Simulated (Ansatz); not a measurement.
Theory: DFT PBE, scalar-relativistic, plane waves, PAW in Ansatz 0.2.0. All cells share a 420 eV cutoff and Γ-centred k meshes spaced at most about 0.3 Å⁻¹ (about 0.25 or finer for metals, 2π included). No spin polarisation.

All energies are static (0 K, no zero-point motion).

Two relaxed structures of MoS:

A.

```xyz
4
Lattice="3.2322 0.0000 0.0000 -1.6161 2.7992 0.0000 0.0000 0.0000 6.4560" Properties=species:S:1:pos:R:3 pbc="T T T"
Mo    0.0000    0.0000    0.0000
Mo    0.0000    0.0000    3.2280
S     0.0000    1.8661    1.6140
S     1.6161    0.9331    4.8420
```

B.

```xyz
8
Lattice="4.9616 0.0000 0.0000 0.0000 4.9616 0.0000 0.0000 0.0000 4.9616" Properties=species:S:1:pos:R:3 pbc="T T T"
Mo    0.4809    0.4809    0.4809
Mo    1.9999    4.4807    2.9617
Mo    2.9617    1.9999    4.4807
Mo    4.4807    2.9617    1.9999
S     4.0484    4.0484    4.0484
S     3.3940    0.9132    1.5676
S     1.5676    3.3940    0.9132
S     0.9132    1.5676    3.3940
```

Question: Which form is favoured at zero pressure, and by what margin per atom?

Answer: B is lower, by 22 meV/atom. A has space group P6_3/mmc (No. 194), 14.6 Å³/atom and no gap on its mesh; B has space group P2_13 (No. 198), 15.3 Å³/atom and no gap. Counting S atoms around Mo (those within 1.25 times the shortest such distance or 1.15 times the sum of covalent radii, 1.27 where that leaves under three), A has Mo 6 and B has Mo 4. The lower one is the more open, so pressure narrows the difference. Both come from invented guesses.

The k mesh leaves some 4 meV/atom of noise in the energy of each metallic cell. Cells relaxed within their symmetry can be saddle points.
